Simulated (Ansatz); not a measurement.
Consider the hydrogen abstraction from the Si–H bond: `Cl[SiH2]Cl` + `F[C](F)F`• → `Cl[SiH]Cl`• + `FC(F)F`.

Gas-phase electronic energies from Ansatz, PBE0-D4/def2-TZVP geometries. CCSD(T)/CBS is the MP2 limit (def2-TZVPP, def2-QZVPP) plus CCSD(T) − MP2 in def2-TZVPP, frozen cores. This one scheme is used for every species. Functionals use def2-TZVPP. Open shells (•) are unrestricted, without spin–orbit coupling.

`Cl[SiH2]Cl`:

Z-matrix (Å, degrees):
```
Si
Cl 1 2.040
Cl 1 2.040 2 110.1
H 1 1.476 2 108.5 3 -118.6
H 1 1.476 2 108.5 3 118.6
```

`F[C](F)F`•:

Cartesian coordinates in Å:
```
F -0.002 0.863 0.913
C -0.276 -0.091 0.053
F 0.516 -1.125 0.215
F -0.238 0.353 -1.182
```

`Cl[SiH]Cl`•:

```xyz
4

Cl   -1.796   -0.335   -0.442
Si    0.180   -0.456    0.077
Cl    1.300    0.773   -1.117
H     0.316    0.019    1.481
```

`FC(F)F`:

Cartesian coordinates in Å:
```
F -0.303 -0.019 -1.276
C -0.048 0.019 0.030
F 0.306 -1.202 0.427
F 0.975 0.844 0.238
H -0.929 0.358 0.581
```

```
     species  r2SCAN0-D4 energy (Eh)
`Cl[SiH2]Cl`             -1211.13536
 `F[C](F)F`•              -337.53508
`Cl[SiH]Cl`•             -1210.48891
    `FC(F)F`              -338.20629
```

Work out ΔE.

ΔE = (-1210.48891) + (-338.20629) − (-1211.13536) − (-337.53508) = -0.02476 Eh = -65.0 kJ/mol. CCSD(T)/CBS gives -70.7 kJ/mol.

Largest T1 diagnostic among the species: 0.014.

In def2-TZVPP, CCSD(T) changes the Hartree–Fock value by −21.3 kJ/mol (the triples alone add −1.9 kJ/mol) and MP2 by −25.1 kJ/mol. From PBE to PBE0 (25 % exact exchange), in def2-TZVPP and without D4, ΔE moves by +3.2 kJ/mol.
